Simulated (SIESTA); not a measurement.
MnO2:

```
CELL_PARAMETERS angstrom
4.40042 0.00000 0.00000
0.00000 4.40042 0.00000
0.00000 0.00000 2.86708
ATOMIC_POSITIONS crystal
Mn 0.50000 0.50000 0.50000
Mn 0.00000 0.00000 0.00000
O 0.80492 0.19508 0.50000
O 0.69508 0.69508 0.00000
O 0.19508 0.80492 0.50000
O 0.30492 0.30492 0.00000
```

The cell is a database's computed one.

Base run:

| Quantity | Value |
| --- | --- |
| Program | SIESTA 5.4.2 |
| Functional | PBEsol |
| Potentials or basis | PseudoDojo 0.4 standard (PBEsol files) |
| Basis | DZP (energy shift 0.003 Ry; two zetas on semicore shells) |
| Grid cutoff | 800 Ry |
| Energy shift | 0.003 Ry |
| k mesh | 4 × 4 × 7 |
| Occupations | fermi-dirac, width 0.05 eV |
| Spin | collinear spin, ferromagnetic start |
| Starting moments | [4.0, 4.0, 0.0, 0.0, 0.0, 0.0] μB |

Its results: band gap on the k mesh none (metal or under the smearing width); pressure -0.3 GPa; net moment 5.94 μB per cell; site moments Mn +2.75; O +0.11 μB; largest force 0.006 eV/Å.

The run is repeated on the same cell with these changes: hubbard terms from none to Mn d U = 4 eV. What comes out?

Band gap on the k mesh none (metal or under the smearing width); pressure 8.0 GPa; net moment 6.05 μB per cell; site moments Mn +3.25; O -0.11 μB; largest force 0.106 eV/Å.

Caveats: short orbitals over semicore shells can move pressures by several GPa; the basis of atomic orbitals isn't converged, which shifts pressures, moduli and gaps; only a ferromagnetic start was run, and an antiferromagnetic order may lie lower in energy; semilocal functionals often make such compounds metallic where correlation or magnetic order opens a gap, which also shifts bond lengths (some runs).

Not every run made on this cell is shown here.
